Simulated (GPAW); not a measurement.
Set up this calculation in GPAW 26.7.0, as an ASE script.

* Task: band structure
* Functional: PBEsol
* Potentials or basis: PAW data sets generated in the run's folder for this functional
* Cutoff: 600 eV
* Basis: pw
* k mesh: 9 × 9 × 5
* Occupations: fermi-dirac, width 0.05 eV
* Spin: no spin polarisation
* Maxiter: 150
* Band path: GMKGALHA,LM,KH
* Band points: 80

In:

```xyz
2
Lattice="3.3355 0.0000 0.0000 -1.6677 2.8886 0.0000 0.0000 0.0000 5.5091" Properties=species:S:1:pos:R:3 pbc="T T T"
In    1.6677    0.9629    4.1319
In    0.0000    1.9257    1.3773
```

This isn't the form of In at room conditions, which is tetragonal.

The input as run:

run.py

```python
from ase import Atoms
from ase.dft.bandgap import bandgap
from ase.io import write
from ase.units import GPa
from gpaw import GPAW, PW, setup_paths

setup_paths.insert(0, '.')

atoms = Atoms(['In', 'In'],
              cell=[[3.335484782, 0.0, 0.0],
                    [-1.667742391, 2.8886145552, 0.0],
                    [0.0, 0.0, 5.50914292]],
              scaled_positions=[[0.6666666667, 0.3333333333, 0.75],
                                [0.3333333333, 0.6666666667, 0.25]],
              pbc=True)

calc = GPAW(mode=PW(600),
            xc='PBEsol',
            kpts={'size': (9, 9, 5), 'gamma': True},
            occupations={'name': 'fermi-dirac', 'width': 0.05},
            nbands=23,
            convergence={'density': 1e-05, 'energy': 1e-05},
            maxiter=150,
            txt='gpaw.txt')
atoms.calc = calc
energy = atoms.get_potential_energy()
forces = atoms.get_forces()
stress = atoms.get_stress()
calc.write('gs.gpw')
write('result.traj', atoms)
print(f'Energy: {energy:.6f} eV')
print('Forces (eV/A):')
print(forces.round(4))
print('Stress (GPa):', (stress / GPa).round(3))
print('Fermi level:', round(calc.get_fermi_level(), 4), 'eV')
print(f'Gap: {bandgap(calc)[0]:.4f} eV, direct: {bandgap(calc, direct=True)[0]:.4f} eV')

path = atoms.cell.bandpath('GMKGALHA,LM,KH', npoints=80, eps=1e-4)
bs_calc = calc.fixed_density(kpts=path, symmetry='off', nbands=36,
                             convergence={'bands': 'CBM+6.0', 'eigenstates': 1e-6}, txt='bands.txt')
bs = bs_calc.band_structure()
bs.write('bs.json')
print(f'Gap on the path: {bandgap(bs_calc)[0]:.4f} eV')
```

Potentials or basis: PAW data sets generated in the run's folder for this functional, pw.

Command:

```sh
$ gpaw-setup -f PBEsol In
$ OMP_NUM_THREADS=1 python run.py
```

It gave:

| Item | Value |
| --- | --- |
| Pressure | -1.7 GPa |
| Band gap along the path | none (metal or under the smearing width) |

Caveat: spin-orbit coupling is left out, which moves the levels of the heavy elements.

Run time: 59 s on 1 thread of Arm Neoverse V2, on a shared host, peak memory 0.31 GiB.
